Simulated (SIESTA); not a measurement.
Runs of SIESTA 5.4.2 on MgB2. Symmetry: P6/mmm, No. 191, hexagonal system. Conventional cell: a = 3.085 Å, b = 3.085 Å, c = 3.523 Å, α = 90.00°, β = 90.00°, γ = 120.00°. Around Mg (site symmetry 6/mmm) lie 12 B at 2.51 Å. B (site symmetry -6m2) is surrounded by 3 B at 1.78 Å. 

```tsv
potentials or basis	gap on the mesh (eV)	pressure (GPa)
PseudoDojo 0.4 standard (PBEsol files), TZDP (energy shift 0.003 Ry; two zetas on semicore shells)	none	-1.1
PseudoDojo 0.4 standard (PBEsol files), SZP (energy shift 0.003 Ry)	none	(a)
PseudoDojo 0.4 standard (PBEsol files), DZP (energy shift 0.003 Ry; two zetas on semicore shells)	none	2.4
PseudoDojo 0.4 standard (PBEsol files), TZP (energy shift 0.003 Ry; two zetas on semicore shells)	none	0.4
```

Alike in all rows: task band structure; level PBEsol; no spin polarisation; cell as given; k mesh 10 × 10 × 8; smearing fermi-dirac 0.05 eV; grid cutoff 800 Ry; energy shift 0.003 Ry.

Q: Fill in the values left out.

A: (a) 4.3.

Caveats: the basis of atomic orbitals isn't converged, which shifts pressures, moduli and gaps.

A gap of «none» marks a metal or a gap under the smearing width.
